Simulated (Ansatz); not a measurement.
Crystal: GaAs.

```xyz
2
Lattice="-1.8808 1.8808 3.0259 1.8808 -1.8808 3.0259 1.8808 1.8808 -3.0259" Properties=species:S:1:pos:R:3 pbc="T T T"
Ga    0.0000    0.0000    0.0000
As    0.0000    0.0000    3.0259
```

The cell was built by a generator and needn't be a form met in nature.

* Program: Ansatz 0.2.0
* Task: relaxation of cell and atoms
* Functional: HSE03
* Potentials or basis: Ansatz PAW
* Cutoff: 420 eV (not typed: the program's choice for these potentials)
* k mesh: 5 × 5 × 5
* Occupations: fermi-dirac, width 0.05 eV
* Spin: no spin polarisation

At the start: volume 21.41 Å³/atom.

**Question.** How do energy, volume and symmetry change on relaxing?

**Answer.** It ends after 6 steps and the volume is 18.99 Å³/atom (-11.3 %); space group Fm-3m (No. 225, to 0.05 Å).

Step by step:
```tsv
step	energy change (eV)	largest force (eV/Å)	volume (Å³)
1	0.0000	0.0000	42.81
2	-0.1029	0.0000	39.60
3	-0.1600	0.0000	37.63
4	-0.1744	0.0000	38.10
5	-0.1750	0.0000	37.98
6	-0.1729	0.0000	37.98
```

Final structure:
```
Ga As
1.0
    -1.88664    1.88664    2.66782
     1.88664   -1.88664    2.66782
     1.88664    1.88664   -2.66782
Ga As
1 1
Cartesian
  0.0000 0.0000 0.0000
  0.0000 0.0000 2.6678
```

Caveat: the k mesh is coarse (spacing up to 0.47 Å⁻¹), so the values aren't converged, least of all with exact exchange; the plane-wave basis is chosen anew once the cell has moved, so the energies of steps on either side of that aren't comparable; the PAW data sets come from PBE, with cores solved anew for the run's functional, which leaves a small shift of forces and pressure.
